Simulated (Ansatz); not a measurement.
Reactions of `C1C2CC12`.

Program: Ansatz. Geometries: PBE0-D4/def2-TZVP. ΔE: electronic, gas phase. CBS: MP2 limit from def2 TZ/QZ plus the TZ coupled-cluster correction, frozen cores. This one scheme is used for every species, atoms too. Functionals use def2-TZVPP. No spin–orbit coupling; open shells (•) take unrestricted orbitals. Spin–orbit coupling would lower the free atoms: a little for C.

```tsv
reaction	CCSD(T)/CBS(def2) (eV)
`C1[C@H]2C[C@@H]12` → 4 C• + 6 H•	42.65
`C1[C@H]2C[C@@H]12` → `C1=CCC1`	-0.67
`C1[C@H]2C[C@@H]12` → `CC1C=C1`	0.33
`C1[C@H]2C[C@@H]12` → `C#CCC`	?
`C1[C@H]2C[C@@H]12` → `CC1=CC1`	0.19
```

(1) Fill in the missing values. (Estimate.)

Largest T1 diagnostic: 0.011, for `C#CCC`.

Results:

(1) The calculation gave: `C1[C@H]2C[C@@H]12` → `C#CCC`: -0.58 eV.
